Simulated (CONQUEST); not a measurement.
## TiTe2 under changes of volume

One of the cells (26.760 Å³/atom); the others are scaled copies at fixed shape and fractional positions:

```
Te Ti
1.0
     3.77700    0.00000    0.00000
     0.00000    6.49800    0.00000
     0.00000    0.00000    6.54196
Te Ti
4 2
Direct
  0.00000 0.73720 0.66667
  0.50000 0.73720 0.16667
  0.00000 0.26280 0.33333
  0.50000 0.26280 0.83333
  0.00000 0.00000 0.00000
  0.50000 0.00000 0.50000
```

- Program: CONQUEST 1.3
- Functional: PBE
- Potentials or basis: PseudoDojo NC PBE, DZP, grid of 40 × 72 × 72 points
- k mesh: 7 × 4 × 4
- Occupations: fermi-dirac, width 0.05 eV
- Spin: no spin polarisation

```tsv
volume (Å³/atom)	energy over the lowest point (meV/atom)	pressure (GPa)	largest force (eV/Å)
25.154	51.57	7.4	0.756
25.689	?	?	?
26.225	15.16	3.7	0.337
26.760	5.41	2.2	0.144
27.295	0.43	0.8	0.028
27.830	0.00	-0.5	0.194
28.365	3.68	-1.7	0.345
```

Q: What does the run at 25.689 Å³/atom give?

A: Energy over the lowest point 30.27 meV/atom; pressure 5.4 GPa; largest force 0.538 eV/Å.

Worked out: A Birch-Murnaghan fit of order 3 (a polynomial in V^(-2/3)) to the other rows has its minimum at 27.61 Å³/atom with B0 = V·E''(V) = 66 GPa and B' = 3.7 at fixed shape and positions, which overstates the stiffness. It gives 30.44 meV/atom at 25.689 Å³/atom, against the run's 30.27, and -dE/dV = 5.4 GPa, against 5.4.

Energies are extrapolated to zero smearing.

Caveats: this functional lacks dispersion, which binds the layers, so the pressure and a relaxed spacing across them are unreliable; the basis of atomic orbitals isn't converged, which shifts pressures, moduli and gaps.
